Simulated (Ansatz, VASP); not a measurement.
# Pd in VASP and in Ansatz

```
Pd
1.0
     0.00000    1.88975    4.61641
     1.86050    0.00000    4.61641
     1.86050    1.88975    0.00000
Pd
2
Cartesian
  1.8605 1.8897 1.2744
  1.8605 1.8897 7.9585
```

Alike in both runs: task relaxation of cell and atoms; functional r2SCAN; k mesh 6 × 6 × 6; occupations gaussian, width 0.1 eV; no spin polarisation.

```csv
,VASP,Ansatz
version,VASP 6.6.1,Ansatz 0.2.0
potentials or method,"VASP PAW PBE potentials, release 64 (Pd)","scalar-relativistic, plane waves, PAW"
plane-wave cutoff (eV),600,500
valence electrons in the cell,20,36
```

Ansatz gave:

- gap on the k mesh at the Fermi level, each at its own relaxed structure (eV): none
- relaxed volume (Å³/atom): 16.24
- relaxed cell length with the largest relative difference (Å): 2.665
- energy change over the relaxation (meV/atom): -1

Task: What did VASP give for the same quantities?

Result: gap on the k mesh at the Fermi level, each at its own relaxed structure (eV): none; relaxed volume (Å³/atom): 16.27; relaxed cell length with the largest relative difference (Å): 2.667; energy change over the relaxation (meV/atom): -2.

A gap of «none» marks a metal or a gap that the smearing closes. The two sets of potentials don't hold the same shells in valence.

Caveats: the k mesh is coarse (spacing up to 0.41 Å⁻¹), so the values aren't converged; the PAW data sets were made with another functional, which shifts forces and pressure a little (VASP).
